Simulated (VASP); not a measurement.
# In3Sb (Pm-3m) in VASP: density of states with PBEsol

Aim: the density of states of In3Sb with PBEsol.

All numbers are computed with VASP 6.6.1; they aren't measurements. Logs are shortened: lines on timing, memory, paths and dates and some standing lists are left out, and cuts for length are marked.

### 1 The structure

It takes space group Pm-3m (No. 221, cubic). The conventional cell has a = 4.837 Å, b = 4.837 Å, c = 4.837 Å, α = 90.00°, β = 90.00°, γ = 90.00°. Around In (site symmetry 4/mmm) lie 8 In at 3.42 Å and 4 Sb at 3.42 Å. Around Sb (site symmetry m-3m) lie 12 In at 3.42 Å.

The cell comes from a database or a generator and needn't be the stable form of this composition.

### 2 Density of states, PBEsol

POSCAR

```
In3Sb
1.0
    4.8369620000      0.0000000000      0.0000000000
    0.0000000000      4.8369620000      0.0000000000
    0.0000000000      0.0000000000      4.8369620000
In Sb
3 1
Direct
    0.5000000000      0.5000000000      0.0000000000
    0.5000000000      0.0000000000      0.5000000000
    0.0000000000      0.5000000000      0.5000000000
    0.0000000000      0.0000000000      0.0000000000
```

INCAR.step1

```
SYSTEM = In3Sb
ALGO = Fast
EDIFF = 1E-6
ENCUT = 520
GGA = PS
ISIF = 2
ISMEAR = -1
LASPH = .True.
LCHARG = .True.
LREAL = .False.
LWAVE = .False.
NBANDS = 30
NELM = 60
PREC = Accurate
SIGMA = 0.05
```

KPOINTS.step1

```
k-points
0
Gamma
  4 4 4
  0 0 0
```

INCAR.step2

```
SYSTEM = In3Sb
ALGO = Fast
EDIFF = 1E-6
ENCUT = 520
GGA = PS
ICHARG = 11
ISIF = 2
ISMEAR = -5
LASPH = .True.
LCHARG = .False.
LORBIT = 11
LREAL = .False.
LWAVE = .False.
NEDOS = 1001
NELM = 60
PREC = Accurate
SIGMA = 0.05
```

KPOINTS.step2

```
k-points
0
Gamma
  6 6 6
  0 0 0
```

Potentials or basis: VASP PAW PBE potentials, release 64 (In_d, Sb).

Run with:

```console
> cat potpaw_PBE.64/In_d/POTCAR potpaw_PBE.64/Sb/POTCAR > POTCAR
> cp INCAR.step1 INCAR
> cp KPOINTS.step1 KPOINTS
> mpirun -np 1 vasp_std > vasp.out
> cp INCAR.step2 INCAR
> cp KPOINTS.step2 KPOINTS
> mpirun -np 1 vasp_std > vasp.out
```

OUTCAR:

```text
SYSTEM = In3Sb
   EDIFF = 1E-6
   ENCUT = 520
   GGA = PS
   ICHARG = 11
   ISIF = 2
   ISMEAR = -5
   LASPH = .True.
   LORBIT = 11
   LREAL = .False.
   NELM = 60
   PREC = Accurate

 ion  position               nearest neighbor table
   1  0.500  0.500  0.000-   2 3.42   3 3.42   4 3.42   2 3.42   3 3.42   2 3.42   4 3.42   2 3.42
                             3 3.42   4 3.42   3 3.42   4 3.42
   2  0.500  0.000  0.500-   1 3.42   3 3.42   4 3.42   1 3.42   4 3.42   1 3.42   3 3.42   1 3.42
                             3 3.42   4 3.42   4 3.42   3 3.42
   3  0.000  0.500  0.500-   1 3.42   2 3.42   4 3.42   1 3.42   4 3.42   2 3.42   4 3.42   4 3.42
                             1 3.42   2 3.42   1 3.42   2 3.42
   4  0.000  0.000  0.000-   1 3.42   2 3.42   3 3.42   2 3.42   3 3.42   1 3.42   3 3.42   3 3.42
                             1 3.42   2 3.42   2 3.42   1 3.42

  LATTYP: Found a simple cubic cell.
 ALAT       =     4.8369620000

  Lattice vectors:

 A1 = (   4.8369620000,   0.0000000000,   0.0000000000)
 A2 = (   0.0000000000,   4.8369620000,   0.0000000000)
 A3 = (   0.0000000000,   0.0000000000,   4.8369620000)

Analysis of symmetry for initial positions (statically):
=====================================================================
 Subroutine PRICEL returns:
 Original cell was already a primitive cell.

 Routine SETGRP: Setting up the symmetry group for a
 simple cubic supercell.

 Subroutine GETGRP returns: Found 48 space group operations
 (whereof 48 operations were pure point group operations)
 out of a pool of 48 trial point group operations.

The static configuration has the point symmetry O_h .

Analysis of symmetry for dynamics (positions and initial velocities):
=====================================================================
 Subroutine PRICEL returns:
 Original cell was already a primitive cell.

 Routine SETGRP: Setting up the symmetry group for a
 simple cubic supercell.

 Subroutine GETGRP returns: Found 48 space group operations
 (whereof 48 operations were pure point group operations)
 out of a pool of 48 trial point group operations.

The dynamic configuration has the point symmetry O_h .

 Subroutine INISYM returns: Found 48 space group operations
 (whereof 48 operations are pure point group operations),
 and found     1 'primitive' translations

----------------------------------------------------------------------------------------

                                     Primitive cell

  volume of cell :     113.1665

  direct lattice vectors                    reciprocal lattice vectors
     4.836962000  0.000000000  0.000000000     0.206741339  0.000000000  0.000000000
     0.000000000  4.836962000  0.000000000     0.000000000  0.206741339  0.000000000
     0.000000000  0.000000000  4.836962000     0.000000000  0.000000000  0.206741339

  length of vectors
     4.836962000  4.836962000  4.836962000     0.206741339  0.206741339  0.206741339

  position of ions in fractional coordinates (direct lattice)
     0.500000000  0.500000000  0.000000000
     0.500000000  0.000000000  0.500000000
     0.000000000  0.500000000  0.500000000
     0.000000000  0.000000000  0.000000000

  ion indices of the primitive-cell ions
   primitive index   ion index
                 1           1
                 2           2
                 3           3
                 4           4

----------------------------------------------------------------------------------------

 KPOINTS: k-points

Automatic generation of k-mesh.
 Grid dimensions read from file:
 generate k-points for:    6    6    6

 Generating k-lattice:

  Cartesian coordinates                     Fractional coordinates (reciprocal lattice)
     0.034456890  0.000000000  0.000000000     0.166666667  0.000000000  0.000000000
     0.000000000  0.034456890  0.000000000     0.000000000  0.166666667  0.000000000
     0.000000000  0.000000000  0.034456890     0.000000000  0.000000000  0.166666667

  Length of vectors
     0.034456890  0.034456890  0.034456890

  Shift w.r.t. Gamma in fractional coordinates (k-lattice)
     0.000000000  0.000000000  0.000000000

 TETIRR: Found    104 inequivalent tetrahedra from     1296

 Subroutine IBZKPT returns following result:
 ===========================================

 Found     20 irreducible k-points:

 Following reciprocal coordinates:
            Coordinates               Weight
  0.000000  0.000000  0.000000      1.000000
  0.166667  0.000000  0.000000      6.000000
  0.333333  0.000000  0.000000      6.000000
  0.500000  0.000000  0.000000      3.000000
  0.166667  0.166667  0.000000     12.000000
  0.333333  0.166667  0.000000     24.000000
[... 12 lines left out ...]
  0.500000  0.500000  0.333333      6.000000
  0.500000  0.500000  0.500000      1.000000
   k-points           NKPTS =     20   k-points in BZ     NKDIM =     20   number of bands    NBANDS=     26
   number of dos      NEDOS =   1001   number of ions     NIONS =      4
   total plane-waves  NPLWV =  46656
   dimension x,y,z NGX =    36 NGY =   36 NGZ =   36
   dimension x,y,z NGXF=    72 NGYF=   72 NGZF=   72
   ions per type =               3   1
   NGX,Y,Z   is equivalent  to a cutoff of  12.37, 12.37, 12.37 a.u.
   NGXF,Y,Z  is equivalent  to a cutoff of  24.75, 24.75, 24.75 a.u.
 SYSTEM =  In3Sb
   PREC   = accura    normal or accurate (medium, high low for compatibility)
   ISTART =      0    job   : 0-new  1-cont  2-samecut
   ICHARG =     11    charge: 1-file 2-atom 10-const
   ISPIN  =      1    spin polarized calculation?
   LNONCOLLINEAR =      F non collinear calculations
   LSORBIT =      F    spin-orbit coupling
   LASPH  =      T    aspherical Exc in radial PAW
   ENCUT  =  520.0 eV  38.22 Ry    6.18 a.u.   8.99  8.99  8.99*2*pi/ulx,y,z
   NELM   =     60;   NELMIN=  2; NELMDL=  0     # of ELM steps
   EDIFF  = 0.1E-05   stopping-criterion for ELM
   LREAL  =      F    real-space projection
   EDIFFG = 0.1E-04   stopping-criterion for IOM
   NSW    =      0    number of steps for IOM
   IBRION =     -1    ionic relax: 0-MD 1-quasi-New 2-CG
   NFREE  =      0    steps in history (QN), initial steepest desc. (CG)
   ISIF   =      2    stress and relaxation
   ISYM   =      2    0-nonsym 1-usesym 2-fastsym
   POTIM  = 0.5000    time-step for ionic-motion
   TEBEG  =    0.0;   TEEND  =   0.0 temperature during run
   PSTRESS=    0.0 pullay stress
   NELECT =      44.0000    total number of electrons
   NUPDOWN=      -1.0000    fix difference up-down
   EMIN   =  10.00;   EMAX   =-10.00  energy-range for DOS
   EFERMI =   0.00;   METHOD = LEGACY
   ISMEAR =    -5;   SIGMA  =   0.05  broadening in eV -4-tet -1-fermi 0-gaus
   EFERMI_NEDOS =   21; number of points for ismear=-14 and -15
   IALGO  =     68    algorithm
   IMIX   =      4    mixing-type and parameters
     AMIX     =   0.40;   BMIX     =  1.00
     AMIX_MAG =   1.60;   BMIX_MAG =  1.00
  volume/ion in A,a.u.               =      28.29       190.92
  Fermi-wavevector in a.u.,A,eV,Ry     =   1.194867  2.257972 19.425148  1.427708
  Thomas-Fermi vector in A             =   2.330847
   LORBIT       =     11    0 simple, 1 ext, 2 COOP (PROOUT), +10 PAW based schemes
   GGA     = PS    functional components
   LHFCALC =     F    Hartree Fock is set to
   AEXX    =    0.0000 exact exchange contribution
   IVDW    =     0    specifies the selected vdW correction
   LEPSILON=     F    determine dielectric tensor
   LRPA    =     F    only Hartree local field effects (RPA)
 non-spin polarized calculation
 RMM-DIIS sequential band-by-band and
 Fermi weights with tetrahedron method with Bloechl corrections
  energy-cutoff  :      520.00
  volume of cell :      113.17
 maximum number of plane-waves:      3112
 NGX is ok and might be reduce to    36

 number of electron      43.9999994 magnetization

 Free energy of the ion-electron system (eV)
  ---------------------------------------------------
  ext. energy  EPLUGINS =         0.00000000
  ---------------------------------------------------
  free energy    TOTEN  =       -13.37663289 eV

  energy without entropy =      -13.37663289  energy(sigma->0) =      -13.37663289

 E-fermi :   6.6111     XC(G=0): -10.0548

 val. band max:        6.7031896384   @ k =   0.5000   0.1667   0.1667
 cond. band min:       6.5309483853   @ k =   0.5000   0.0000   0.0000
 fundamental gap:     -0.1722412531
 Fermi energy:         6.6111223375

 k-point     1 :       0.0000    0.0000    0.0000
  band No.  band energies     occupation
      1      -7.8440      2.00000
      2      -7.8395      2.00000
      3      -7.8395      2.00000
      4      -7.8395      2.00000
      5      -7.7029      2.00000
      6      -7.7029      2.00000
[... 18 lines left out ...]
     25       8.9927      0.00000
     26      10.5529      0.00000

 k-point     2 :       0.1667    0.0000    0.0000
  band No.  band energies     occupation
      1      -7.8355      2.00000
      2      -7.8243      2.00000
      3      -7.8161      2.00000
      4      -7.8161      2.00000
      5      -7.7001      2.00000
      6      -7.6873      2.00000
[... 18 lines left out ...]
     25       8.5354      0.00000
     26       9.5607      0.00000

 k-point     3 :       0.3333    0.0000    0.0000
  band No.  band energies     occupation
      1      -7.8269      2.00000
      2      -7.7757      2.00000
      3      -7.7511      2.00000
      4      -7.7511      2.00000
      5      -7.6930      2.00000
      6      -7.6480      2.00000
[... 18 lines left out ...]
     25       8.3355      0.00000
     26       8.9463      0.00000

 k-point     4 :       0.5000    0.0000    0.0000
  band No.  band energies     occupation
      1      -7.8224      2.00000
      2      -7.7417      2.00000
      3      -7.6827      2.00000
      4      -7.6788      2.00000
      5      -7.6788      2.00000
      6      -7.6385      2.00000
[... 18 lines left out ...]
     25       7.8174      0.00000
     26      11.2272      0.00000

 k-point     5 :       0.1667    0.1667    0.0000
  band No.  band energies     occupation
      1      -7.8197      2.00000
      2      -7.8133      2.00000
      3      -7.8045      2.00000
      4      -7.7915      2.00000
      5      -7.6915      2.00000
      6      -7.6769      2.00000
[... 18 lines left out ...]
     25       9.2228      0.00000
     26       9.2267      0.00000

 k-point     6 :       0.3333    0.1667    0.0000
  band No.  band energies     occupation
      1      -7.8066      2.00000
      2      -7.7734      2.00000
      3      -7.7450      2.00000
      4      -7.7374      2.00000
      5      -7.6848      2.00000
      6      -7.6409      2.00000
[... 311 lines left out ...]
 k-point    17 :       0.3333    0.3333    0.3333
  band No.  band energies     occupation
      1      -7.7782      2.00000
      2      -7.7357      2.00000
      3      -7.7357      2.00000
      4      -7.7343      2.00000
      5      -7.6853      2.00000
      6      -7.6853      2.00000
[... 18 lines left out ...]
     25      10.6877      0.00000
     26      10.6915      0.00000

 k-point    18 :       0.5000    0.3333    0.3333
  band No.  band energies     occupation
      1      -7.7607      2.00000
      2      -7.7597      2.00000
      3      -7.7294      2.00000
      4      -7.7201      2.00000
      5      -7.7165      2.00000
      6      -7.7075      2.00000
[... 18 lines left out ...]
     25      11.1975      0.00000
     26      11.2951      0.00000

 k-point    19 :       0.5000    0.5000    0.3333
  band No.  band energies     occupation
      1      -7.7745      2.00000
      2      -7.7451      2.00000
      3      -7.7451      2.00000
      4      -7.7445      2.00000
      5      -7.7093      2.00000
      6      -7.7093      2.00000
[... 18 lines left out ...]
     25      11.5651      0.00000
     26      11.5652      0.00000

 k-point    20 :       0.5000    0.5000    0.5000
  band No.  band energies     occupation
      1      -7.7933      2.00000
      2      -7.7549      2.00000
      3      -7.7549      2.00000
      4      -7.7549      2.00000
      5      -7.7147      2.00000
      6      -7.7147      2.00000
[... 18 lines left out ...]
     25      11.9649      0.00000
     26      11.9650      0.00000

------------------------ aborting loop because EDIFF is reached ----------------------------------------

  FORCE on cell =-STRESS in cart. coord.  units (eV):
  Direction    XX          YY          ZZ          XY          YZ          ZX
  --------------------------------------------------------------------------------------
  -------------------------------------------------------------------------------------
  Total       -0.3732387     -0.3732387     -0.3732387      0.0000000     -0.0000000      0.0000000
  in kB       -5.2841999     -5.2841999     -5.2841999      0.0000000     -0.0000000      0.0000000
  external PRESSURE =      -5.2841999 kB  Pullay stress =       0.0000000 kB

 VOLUME and BASIS-vectors are now :
 -----------------------------------------------------------------------------
  energy-cutoff  :      520.00
  volume of cell :      113.17
      direct lattice vectors                 reciprocal lattice vectors
     4.836962000  0.000000000  0.000000000     0.206741339  0.000000000  0.000000000
     0.000000000  4.836962000  0.000000000     0.000000000  0.206741339  0.000000000
     0.000000000  0.000000000  4.836962000     0.000000000  0.000000000  0.206741339

 POSITION                                       TOTAL-FORCE (eV/Angst)
 -----------------------------------------------------------------------------------
      2.41848      2.41848      0.00000         0.000000      0.000000      0.000000
      2.41848      0.00000      2.41848         0.000000      0.000000      0.000000
      0.00000      2.41848      2.41848         0.000000      0.000000      0.000000
      0.00000      0.00000      0.00000         0.000000      0.000000      0.000000
 -----------------------------------------------------------------------------------
    total drift:                                0.000000      0.000000      0.000000

  FREE ENERGIE OF THE ION-ELECTRON SYSTEM (eV)
  ---------------------------------------------------
  free  energy   TOTEN  =       -13.3766328911 eV

  energy  without entropy=      -13.3766328911  energy(sigma->0) =      -13.37663289

 total charge

# of ion       s       p       d       tot
------------------------------------------
    1        1.037   0.407   9.851  11.294
    2        1.037   0.407   9.851  11.294
    3        1.037   0.407   9.851  11.294
    4        1.227   1.112   0.022   2.360
--------------------------------------------------
tot          4.337   2.332  29.574  36.243
```

It took 29 s on 1 thread of Intel Xeon 6975P-C (Granite Rapids), shared host; peak memory 0.21 GiB.

What came out:

```yaml
Valence_electrons_inside_the_program's_atomic_spheres: In 11.29; Sb 2.36
```

States per cell in windows of 1 eV (zero at the Fermi level; states under -8 eV left out):
```tsv
from (eV)	total	Sb4_p	In1_s	In2_s	In3_s	In1_p	In2_p
-8.0	0.10	0.00	0.01	0.01	0.01	0.00	0.00
-7.0	1.57	0.05	0.19	0.19	0.19	0.02	0.02
-6.0	1.10	0.05	0.13	0.13	0.13	0.02	0.02
-5.0	1.79	0.07	0.23	0.23	0.23	0.03	0.03
-4.0	1.17	0.06	0.14	0.14	0.14	0.03	0.03
-3.0	1.54	0.19	0.07	0.07	0.07	0.07	0.07
-2.0	2.63	0.39	0.09	0.09	0.09	0.13	0.13
-1.0	2.07	0.31	0.12	0.12	0.12	0.08	0.08
0.0	1.85	0.19	0.06	0.06	0.06	0.13	0.13
1.0	2.02	0.20	0.05	0.05	0.05	0.16	0.16
2.0	2.20	0.20	0.04	0.04	0.04	0.19	0.19
3.0	1.58	0.20	0.02	0.02	0.02	0.14	0.14
4.0	0.39	0.09	0.00	0.00	0.00	0.03	0.03
5.0	0.02	0.01	0.00	0.00	0.00	0.00	0.00
```

Caveat: the PAW data sets were made with another functional, which shifts forces and pressure a little; tetrahedron occupations give inexact forces and stress in metals. The run has no spin-orbit coupling, so splittings on Sb are missing.
